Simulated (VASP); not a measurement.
# SnTe (Fm-3m) in VASP: further runs

The runs below take SnTe through relaxation of cell and atoms, with PBE.

All numbers are computed with VASP 6.6.1; they aren't measurements. Logs are shortened: lines on timing, memory, paths and dates and some standing lists are left out, and cuts for length are marked.

### 1 Starting point

Symmetry: Fm-3m, No. 225, cubic system. Conventional cell: a = 6.302 Å, b = 6.302 Å, c = 6.302 Å, α = 90.00°, β = 90.00°, γ = 90.00°. Sn (site symmetry m-3m) is surrounded by 6 Te at 3.15 Å. Around Te (site symmetry m-3m) lie 6 Sn at 3.15 Å.

### 2 Relaxation of cell and atoms, PBE

Input file INCAR:

```
PREC     = Accurate       # precision mode
ENCUT    = 520            # plane-wave cutoff, eV
EDIFF    = 1E-7           # SCF threshold, eV
ISMEAR   = 0              # smearing method
SIGMA    = 0.02           # smearing width, eV
LREAL    = False          # projectors in reciprocal space
LASPH    = True           # aspherical terms in the spheres
NELM     = 100            # most SCF steps
ALGO     = Fast           # electronic algorithm
ISIF     = 3              # what is computed and relaxed
LWAVE    = False          # write WAVECAR
LCHARG   = False          # write CHGCAR
GGA      = PE             # functional
IBRION   = 2              # ionic algorithm
NSW      = 80             # ionic steps
EDIFFG   = -0.002         # ionic threshold
```

Input file KPOINTS:

```
regular mesh
0
Gamma
  2 2 2
```

Input file POSCAR:

```
SnTe
1.0
    0.0000000000      3.1508500000      3.1508500000
    3.1508500000      0.0000000000      3.1508500000
    3.1508500000      3.1508500000      0.0000000000
Sn Te
1 1
Direct
    0.0000000000      0.0000000000      0.0000000000
    0.5000000000      0.5000000000      0.5000000000
```

Potentials or basis: VASP PAW PBE potentials, release 64 (Sn_d, Te).

Command:

```sh
cat potpaw_PBE.64/Sn_d/POTCAR potpaw_PBE.64/Te/POTCAR > POTCAR
mpirun -np 1 vasp_std > vasp.out
```

OUTCAR:

```text
PREC = Accurate
   ENCUT = 520
   EDIFF = 1E-7
   ISMEAR = 0
   LREAL = False
   LASPH = True
   NELM = 100
   ISIF = 3
   GGA = PE
   IBRION = 2
   NSW = 80
   EDIFFG = -0.002

 ion  position               nearest neighbor table
   1  0.000  0.000  0.000-   2 3.15   2 3.15   2 3.15   2 3.15   2 3.15   2 3.15
   2  0.500  0.500  0.500-   1 3.15   1 3.15   1 3.15   1 3.15   1 3.15   1 3.15

  LATTYP: Found a face centered cubic cell.
 ALAT       =     6.3017000000

  Lattice vectors:

 A1 = (   0.0000000000,   3.1508500000,   3.1508500000)
 A2 = (   3.1508500000,   0.0000000000,   3.1508500000)
 A3 = (   3.1508500000,   3.1508500000,   0.0000000000)

Analysis of symmetry for initial positions (statically):
=====================================================================
 Subroutine PRICEL returns:
 Original cell was already a primitive cell.

 Routine SETGRP: Setting up the symmetry group for a
 face centered cubic supercell.

 Subroutine GETGRP returns: Found 48 space group operations
 (whereof 48 operations were pure point group operations)
 out of a pool of 48 trial point group operations.

The static configuration has the point symmetry O_h .

Analysis of symmetry for dynamics (positions and initial velocities):
=====================================================================
 Subroutine PRICEL returns:
 Original cell was already a primitive cell.

 Routine SETGRP: Setting up the symmetry group for a
 face centered cubic supercell.

 Subroutine GETGRP returns: Found 48 space group operations
 (whereof 48 operations were pure point group operations)
 out of a pool of 48 trial point group operations.

The dynamic configuration has the point symmetry O_h .

 Subroutine INISYM returns: Found 48 space group operations
 (whereof 48 operations are pure point group operations),
 and found     1 'primitive' translations

----------------------------------------------------------------------------------------

                                     Primitive cell

  volume of cell :      62.5624

  direct lattice vectors                    reciprocal lattice vectors
     0.000000000  3.150850000  3.150850000    -0.158687338  0.158687338  0.158687338
     3.150850000  0.000000000  3.150850000     0.158687338 -0.158687338  0.158687338
     3.150850000  3.150850000  0.000000000     0.158687338  0.158687338 -0.158687338

  length of vectors
     4.455974803  4.455974803  4.455974803     0.274854533  0.274854533  0.274854533

  position of ions in fractional coordinates (direct lattice)
     0.000000000  0.000000000  0.000000000
     0.500000000  0.500000000  0.500000000

  ion indices of the primitive-cell ions
   primitive index   ion index
                 1           1
                 2           2

----------------------------------------------------------------------------------------
[... 52 lines left out ...]
   IBRION =      2    ionic relax: 0-MD 1-quasi-New 2-CG
   NFREE  =      1    steps in history (QN), initial steepest desc. (CG)
   ISIF   =      3    stress and relaxation
   ISYM   =      2    0-nonsym 1-usesym 2-fastsym
   POTIM  = 0.5000    time-step for ionic-motion
   TEBEG  =    0.0;   TEEND  =   0.0 temperature during run
   PSTRESS=    0.0 pullay stress
   NELECT =      20.0000    total number of electrons
   NUPDOWN=      -1.0000    fix difference up-down
   EMIN   =  10.00;   EMAX   =-10.00  energy-range for DOS
   EFERMI =   0.00;   METHOD = LEGACY
   ISMEAR =     0;   SIGMA  =   0.02  broadening in eV -4-tet -1-fermi 0-gaus
   EFERMI_NEDOS =   21; number of points for ismear=-14 and -15
   IALGO  =     68    algorithm
   IMIX   =      4    mixing-type and parameters
     AMIX     =   0.40;   BMIX     =  1.00
     AMIX_MAG =   1.60;   BMIX_MAG =  1.00
  volume/ion in A,a.u.               =      31.28       211.10
  Fermi-wavevector in a.u.,A,eV,Ry     =   1.119387  2.115336 17.048485  1.253028
  Thomas-Fermi vector in A             =   2.256026
   LORBIT       =      0    0 simple, 1 ext, 2 COOP (PROOUT), +10 PAW based schemes
   GGA     = PE    functional components
   LHFCALC =     F    Hartree Fock is set to
   AEXX    =    0.0000 exact exchange contribution
   IVDW    =     0    specifies the selected vdW correction
   LEPSILON=     F    determine dielectric tensor
   LRPA    =     F    only Hartree local field effects (RPA)
 conjugate gradient relaxation of ions
 non-spin polarized calculation
 RMM-DIIS sequential band-by-band and
 Gauss-broadening in eV      SIGMA  =   0.02
  energy-cutoff  :      520.00
  volume of cell :       62.56
 maximum number of plane-waves:      1694
 NGX is ok and might be reduce to    36
   NGX = 17   NGY = 17   NGZ = 17

--------------------------------------- Ionic step        1  -------------------------------------------

 number of electron      19.9999998 magnetization

 Free energy of the ion-electron system (eV)
  ---------------------------------------------------
  ext. energy  EPLUGINS =         0.00000000
  ---------------------------------------------------
  free energy    TOTEN  =        -5.63683074 eV

  energy without entropy =       -5.63683074  energy(sigma->0) =       -5.63683074

 E-fermi :   6.9580     XC(G=0):  -9.5432

 val. band max:        6.8783077966   @ k =   0.5000   0.0000   0.0000
 cond. band min:       7.0377363494   @ k =   0.5000   0.0000   0.0000
 fundamental gap:      0.1594285528
 Fermi energy:         6.9580154411

 k-point     1 :       0.0000    0.0000    0.0000
  band No.  band energies     occupation
      1     -15.5080      2.00000
      2     -15.5080      2.00000
      3     -15.5013      2.00000
      4     -15.5013      2.00000
      5     -15.5013      2.00000
      6      -5.7683      2.00000
      7       2.1569      2.00000
      8       4.8809      2.00000
      9       4.8809      2.00000
     10       4.8809      2.00000
     11      10.1843      0.00000
     12      10.1843      0.00000
     13      10.1846      0.00000
     14      11.6885      0.00000
[... 175 lines left out ...]
--------------------------------------- Ionic step        5  -------------------------------------------

 number of electron      20.0000001 magnetization

 Free energy of the ion-electron system (eV)
  ---------------------------------------------------
  ext. energy  EPLUGINS =         0.00000000
  ---------------------------------------------------
  free energy    TOTEN  =        -5.96678766 eV

  energy without entropy =       -5.96678766  energy(sigma->0) =       -5.96678766

 E-fermi :   4.4073     XC(G=0):  -8.4160

 val. band max:        4.2482524426   @ k =   0.5000   0.0000   0.0000
 cond. band min:       4.5137780394   @ k =   0.5000   0.0000   0.0000
 fundamental gap:      0.2655255968
 Fermi energy:         4.4073494055

 k-point     1 :       0.0000    0.0000    0.0000
  band No.  band energies     occupation
      1     -17.9130      2.00000
      2     -17.9130      2.00000
      3     -17.9130      2.00000
      4     -17.9047      2.00000
      5     -17.9047      2.00000
      6      -6.6111      2.00000
      7      -1.0983      2.00000
      8       3.0641      2.00000
      9       3.0641      2.00000
     10       3.0641      2.00000
     11       7.1866      0.00000
     12       7.1866      0.00000
     13       7.1866      0.00000
     14       9.5842      0.00000
[... 61 lines left out ...]
  FREE ENERGIE OF THE ION-ELECTRON SYSTEM (eV)
  ---------------------------------------------------
  free  energy   TOTEN  =        -5.9667876579 eV

  energy  without entropy=       -5.9667876579  energy(sigma->0) =       -5.96678766

 reached required accuracy - stopping structural energy minimisation
```

CONTCAR:

```text
SnTe
   1.00000000000000
    -0.0000000000000000    3.4028655801287169    3.4028655801287169
     3.4028655801287169   -0.0000000000000000    3.4028655801287169
     3.4028655801287169    3.4028655801287169   -0.0000000000000000
  Sn              Te
     1     1
Direct
     0.0000000000000000    0.0000000000000000    0.0000000000000000
     0.5000000000000000    0.5000000000000000    0.5000000000000000

  0.00000000E+00  0.00000000E+00  0.00000000E+00
  0.00000000E+00  0.00000000E+00  0.00000000E+00
```

Run time: 44 s. Hardware: 1 thread of Intel Xeon Platinum 8259CL at 2.50GHz (Skylake/Cascade Lake), shared host; peak memory 0.2 GiB.

Results:

| Property | Result |
| --- | --- |
| Free energy | -5.9668 eV |
| Relaxed volume | 39.40 Å³/atom |
| Relaxed cell | a = 4.812 Å, b = 4.812 Å, c = 4.812 Å, α = 60.00°, β = 60.00°, γ = 60.00° |
| Space group after relaxing (to 0.05 Å) | Fm-3m (No. 225) |
| Energy gained by relaxing | 165.0 meV/atom |
| Ionic steps | 5 |
| Pressure after relaxing | 0.0 GPa |
| Band gap on the k mesh | 0.27 eV, direct |

The path:
```csv
step,energy change (eV),largest force (eV/Å),pressure (GPa),volume (Å³)
1,0.0000,0.0000,5.31,62.56
2,-0.2712,0.0000,3.18,72.43
3,-0.2937,0.0000,-1.87,84.60
4,-0.3294,0.0000,-0.26,79.48
5,-0.3300,0.0000,0.01,78.81
```

Final structure:
```cif
data_structure
_symmetry_space_group_name_H-M 'P 1'
_symmetry_Int_Tables_number 1
_cell_length_a 4.8124
_cell_length_b 4.8124
_cell_length_c 4.8124
_cell_angle_alpha 60.000
_cell_angle_beta 60.000
_cell_angle_gamma 60.000
_cell_volume 78.81
loop_
_atom_site_label
_atom_site_type_symbol
_atom_site_fract_x
_atom_site_fract_y
_atom_site_fract_z
_atom_site_occupancy
Sn1 Sn 0.00000 0.00000 0.00000 1
Te1 Te 0.50000 0.50000 0.50000 1
```

Caveat: the k mesh is coarse (spacing up to 0.86 Å⁻¹), so the values aren't converged; the volume moved by over 15 % at a fixed basis, so the end points are rough; spin-orbit coupling is left out, which moves the levels of the heavy elements; the volume moved by +26 % from the deposited cell, more than functionals usually miss.

[end of part 1 of 2]
